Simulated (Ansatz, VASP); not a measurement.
**PbF2 in VASP and in Ansatz**

```
CELL_PARAMETERS angstrom
0.00000 2.96985 2.96985
2.96985 0.00000 2.96985
2.96985 2.96985 0.00000
ATOMIC_POSITIONS crystal
Pb 0.00000 0.00000 0.00000
F 0.33418 0.33418 0.16582
F 0.83418 0.83418 0.66582
```

Change from the starting cell: all F atoms moved -0.500 Å, as atom 2 towards its neighbour atom 3 (F) at 2.970 Å.

Alike in both runs: task single point; functional PBE; k mesh 8 × 8 × 8; occupations gaussian, width 0.05 eV; no spin polarisation.

|  | VASP | Ansatz |
| --- | --- | --- |
| version | VASP 6.6.1 | Ansatz 0.2.0 |
| potentials or method | VASP PAW PBE potentials, release 64 (Pb_d, F) | scalar-relativistic, plane waves, PAW |
| plane-wave cutoff (eV) | 520 | 420 |
| valence electrons in the cell | 28 | 28 |

```tsv
	VASP	Ansatz	Ansatz less VASP
gap on the k mesh at the Fermi level (eV)	4.10	4.10	+0.004
least direct gap on the mesh (eV)	4.64	4.65	+0.005
pressure (GPa)	7.7	7.8	+0.11
largest component of the traceless stress (GPa)	0.85	0.76	-0.087
rms of the force components (eV/Å)	0.569	0.556	-0.0128
```

Atom by atom the forces differ by 0.013 eV/Å (rms over components).

Caveats: spin-orbit coupling is left out, which as a rule narrows the gap of such compounds by several tenths of an eV; forces of over 1 eV/Å show positions far from the minimum, so gaps and moduli don't describe the material at rest. A k mesh can miss the band edges.
